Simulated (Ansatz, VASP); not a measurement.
**One calculation of Sb, two programs**

File INCAR:

```
SYSTEM = Sb
PREC = Accurate
ENCUT = 520
EDIFF = 1E-8
ISMEAR = -1
SIGMA = 0.03
LREAL = .False.
LASPH = .True.
NELM = 100
ALGO = Normal
ISIF = 2
LWAVE = .False.
LCHARG = .False.
GGA = PS
LEFG = .True.
NBANDS = 8
```

The input KPOINTS:

```
regular mesh
0
Gamma
  14 14 14
  0 0 0
```

Contents of POSCAR:

```
Sb
1.0
    0.0000000000      2.2895297352      2.2895297352
    2.2895297352      0.0000000000      2.2895297352
    2.2895297352      2.2895297352      0.0000000000
Sb
1
Direct
    0.0000000000      0.0000000000      0.0000000000
```

Input for Ansatz:

```yaml
crystal:
  lattice:
    - [0.0, 2.2895297352, 2.2895297352]
    - [2.2895297352, 0.0, 2.2895297352]
    - [2.2895297352, 2.2895297352, 0.0]
  atoms:
    - { symbol: Sb, position: [0.0, 0.0, 0.0] }
kpoints:
  mp_grid: { grid: [14, 14, 14] }
scf:
  occupations: { method: fermi_dirac, width: 0.03 }
hamiltonian:
  xc: pbesol
  pseudopotentials: { kind: paw }
output:
  forces: true
  stress: true
  eigenvalues: true
  efg: { contact_densities: true }
```

Change from the starting cell: volume scaled by 0.98, PAW files.

Alike in both runs: task electric field gradients; functional PBEsol; k mesh 14 × 14 × 14; occupations fermi-dirac, width 0.03 eV; no spin polarisation.

|  | VASP | Ansatz |
| --- | --- | --- |
| version | VASP 6.6.1 | Ansatz 0.2.0 |
| potentials or method | VASP PAW PBE potentials, release 64 (Sb) | PAW with Ansatz's default frozen-core files, scalar-relativistic |
| plane-wave cutoff (eV) | 520 | 420 |
| valence electrons in the cell | 5 | 15 |

Ansatz gave:

| Quantity | Value |
| --- | --- |
| pressure (GPa) | 7.0 |
| Vzz of the field gradient on the site that differs most (V/Å²) | 0.0 |

**Question.** What did VASP give for the same quantities?

**Answer.** Pressure (GPa): 7.1; Vzz of the field gradient on the site that differs most (V/Å²): 0.0.

With one functional, cell and mesh, what is left measures potentials, basis and numerics. The two sets of potentials don't hold the same shells in valence. Ansatz warned: «gradients_without_spin_orbit».

Caveats: the PAW data sets were made with another functional, which shifts forces and pressure a little (VASP). Spin-orbit coupling is left out, which matters for the levels of Sb.
